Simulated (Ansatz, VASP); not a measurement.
## HfN in VASP and in Ansatz

File INCAR:

```
ALGO = Normal ; EDIFF = 1E-8
ENCUT = 520 ; GGA = PS
ISIF = 2 ; ISMEAR = -1
LASPH = True ; LCHARG = False
LEFG = True ; LREAL = False
LWAVE = False ; NBANDS = 14
NELM = 80 ; PREC = Accurate
SIGMA = 0.01
```

KPOINTS

```
k-points
0
Gamma
  10 10 10
```

The input POSCAR:

```
HfN
1.0
    0.0000000000      2.2887270932      2.2887270932
    2.2887270932      0.0000000000      2.2887270932
    2.2887270932      2.2887270932      0.0000000000
Hf N
1 1
Direct
    0.0000000000      0.0000000000      0.0000000000
    0.5000000000      0.5000000000      0.5000000000
```

Input for Ansatz:

```yaml
crystal:
  lattice:
    - [0.0, 2.2887270932, 2.2887270932]
    - [2.2887270932, 0.0, 2.2887270932]
    - [2.2887270932, 2.2887270932, 0.0]
  atoms:
    - { symbol: Hf, position: [0.0, 0.0, 0.0] }
    - { symbol: "N", position: [0.5, 0.5, 0.5] }
kpoints:
  mp_grid: { grid: [10, 10, 10] }
scf:
  occupations: { method: fermi_dirac, width: 0.01 }
hamiltonian:
  xc: pbesol
  pseudopotentials: { kind: all_electron, datasets: crystal }
output:
  forces: true
  stress: true
  eigenvalues: true
  efg: { contact_densities: true }
```

Change from the starting cell: volume scaled by 1.04, crystal datasets.

Alike in both runs: task electric field gradients; functional PBEsol; k mesh 10 × 10 × 10; occupations fermi-dirac, width 0.01 eV; no spin polarisation.

```csv
,VASP,Ansatz
version,VASP 6.6.1,Ansatz 0.2.0
potentials or method,"VASP PAW PBE potentials, release 64 (Hf_pv, N)","all-electron PAW with datasets made for the crystal, scalar-relativistic"
plane-wave cutoff (eV),520,see its input
```

Ansatz gave:

* pressure (GPa): -12.7
* Vzz of the field gradient on the site that differs most (V/Å²): 0.0

**Question.** Estimate VASP's values.

**Answer.** Pressure (GPa): -14.8; Vzz of the field gradient on the site that differs most (V/Å²): 0.0.

Ansatz ran all-electron here, so the differences hold the error of VASP's frozen core and of both bases. Ansatz warned: «gradients_without_spin_orbit».

Caveats: the PAW data sets were made with another functional, which shifts forces and pressure a little (VASP). Spin-orbit coupling is left out, which matters for the levels of Hf.
